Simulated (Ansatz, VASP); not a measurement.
Hf2H in VASP and in Ansatz

```xyz
3
Lattice="2.7246 1.5730 1.8596 -2.7246 1.5730 1.8596 0.0000 -3.1461 1.8596" Properties=species:S:1:pos:R:3 pbc="T T T"
Hf    0.0000    0.0000    4.3286
Hf    0.0000    0.0000    1.2501
H     0.0000    0.0000    2.7894
```

Alike in both runs: task relaxation of cell and atoms; functional PBE; k mesh 6 × 6 × 6; occupations gaussian, width 0.1 eV; no spin polarisation.

|  | VASP | Ansatz |
| --- | --- | --- |
| version | VASP 6.6.1 | Ansatz 0.2.0 |
| potentials or method | VASP PAW PBE potentials, release 64 (Hf_pv, H) | scalar-relativistic, plane waves, PAW |
| plane-wave cutoff (eV) | 600 | 420 |
| valence electrons in the cell | 21 | 53 |

```tsv
	VASP	Ansatz	Ansatz less VASP
gap on the k mesh at the Fermi level, each at its own relaxed structure (eV)	none	none	-
relaxed volume (Å³/atom)	16.20	16.23	+0.030
relaxed cell length with the largest relative difference (Å)	3.664	3.666	+0.0028
energy change over the relaxation (meV/atom)	-559	-559	0.0
```

A gap of «none» marks a metal or a gap that the smearing closes. The two sets of potentials don't hold the same shells in valence.

The runs have no spin-orbit coupling, so splittings on Hf are missing.
